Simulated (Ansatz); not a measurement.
## Trends among crystals of one structure type (Fm-3m)

All 3 crystals share space group Fm-3m (No. 225) and the same kinds of sites, 2 atoms in the primitive cell. They are database entries and needn't be the stable phases. The set is a selection: crystals with an unstable lattice, a very soft shear in a metal or doubtful stress slopes were left out. Cells are relaxed by PAW under the functional.

Quantity: elastic moduli (Hill averages, relaxed ions; θ_D from sound speeds over directions). Level: r²SCAN, PAW on Ansatz 0.2.0's default frozen-core files (fitted under PBE), scalar-relativistic.

```tsv
crystal	cell (conventional)	k mesh	smearing (eV)
NbC	a = 4.482 Å	18×18×18	0.10
TaC	a = 4.462 Å	18×18×18	0.05
TiN	a = 4.233 Å	18×18×18	0.10
```

Question: Rank them by C11, lowest first.
A. TiN
B. TaC
C. NbC

Answer: A (614 GPa), C (666 GPa), B (716 GPa).

All values:

```json
{"crystal": "NbC", "B (GPa)": "311", "G (GPa)": "210", "C11 (GPa)": "666", "C44 (GPa)": "179", "ν": "0.224", "θ_D (K)": "763"}
{"crystal": "TaC", "B (GPa)": "339", "G (GPa)": "213", "C11 (GPa)": "716", "C44 (GPa)": "175", "ν": "0.241", "θ_D (K)": "565"}
{"crystal": "TiN", "B (GPa)": "295", "G (GPa)": "200", "C11 (GPa)": "614", "C44 (GPa)": "178", "ν": "0.223", "θ_D (K)": "945"}
```

Keep in mind: frozen-core PAW files fitted under PBE, their cores solved anew for the functional of the run; responses of metals move with mesh and smearing; no spin-orbit coupling on heavy atoms (TaC).
